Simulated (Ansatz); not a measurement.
Input of an Ansatz 0.2.0 run:

The input input.yaml:

```yaml
crystal:
  lattice:
    - [2.706034, -2.706655, 0.0]
    - [2.706034, 2.706655, 0.0]
    - [-2.633531, 0.0, 4.796637]
  atoms:
    - { symbol: Ti, position: [0.86589, 0.13411, 0.75] }
    - { symbol: Ti, position: [0.13411, 0.86589, 0.25] }
    - { symbol: O, position: [0.088755, 0.331221, 0.167149] }
    - { symbol: O, position: [0.911245, 0.668779, 0.832851] }
    - { symbol: O, position: [0.668779, 0.911245, 0.332851] }
    - { symbol: O, position: [0.331221, 0.088755, 0.667149] }
hamiltonian:
  xc: pbe
  pseudopotentials: { kind: paw }
  hubbard: { sites: [{ species: Ti, l: d, u_eff: 1.0 }] }
kpoints:
  mp_grid: { grid: [8, 8, 6] }
  band_path:
    path:
      - [[0.0, 0.0, 0.0], [-0.4612513445, -0.4612513445, 0.0808612034], [-0.5021272409, -0.5021272409, 0.252610114], [-0.5, -0.5, 0.5], [-0.5794315881, -0.4205684119, 0.5]]
      - [[-0.4205684119, 0.4205684119, 0.5], [0.0, 0.0, 0.5], [-0.4203754482, -0.4203754482, 0.9091122929], [-0.4978727591, -0.4978727591, 0.747389886]]
      - [[-0.5796245518, 0.4203754482, 0.0908877071], [-0.5387486555, 0.4612513445, -0.0808612034], [-0.5, 0.5, 0.0], [0.0, 0.0, 0.0], [-0.5, 0.0, 0.0]]
      - [[-0.5, 0.0, 0.5], [0.0, 0.0, 0.0]]
    npoints: 14
scf:
  occupations: { method: fermi_dirac, width: 0.05 }
  n_extra_bands: 15
output:
  forces: true
  stress: true
  eigenvalues: true
  fatbands: false
  write_density: true
  write_potential: true
  elf: true
  volumetric_format: npy
```

Potentials or basis: Ansatz PAW.

The run is started by

```sh
$ ansatz run input.yaml --threads 2 --pin off --max-ram 5632MiB --backend cpu --events-out ev --progress --plain --runs-dir out
```

**Question.** Predict the band gap along the path.

**Answer.** 2.15 eV, indirect (least direct gap 2.62 eV).

**Question.** What does it give for the pressure?

**Answer.** -1.0 GPa.

**Question.** Estimate the largest force.

**Answer.** 0.137 eV/Å.

**Question.** Predict the band gap on the k mesh.

**Answer.** 2.18 eV, indirect (least direct gap 2.53 eV).

Stress tensor (GPa, compression positive):
```
-1.08  0.00 -0.20
 0.00 -1.12  0.00
-0.20  0.00 -0.66
```

Caveat: the pressure holds a Pulay correction of +0.7 GPa for the finite cutoff.
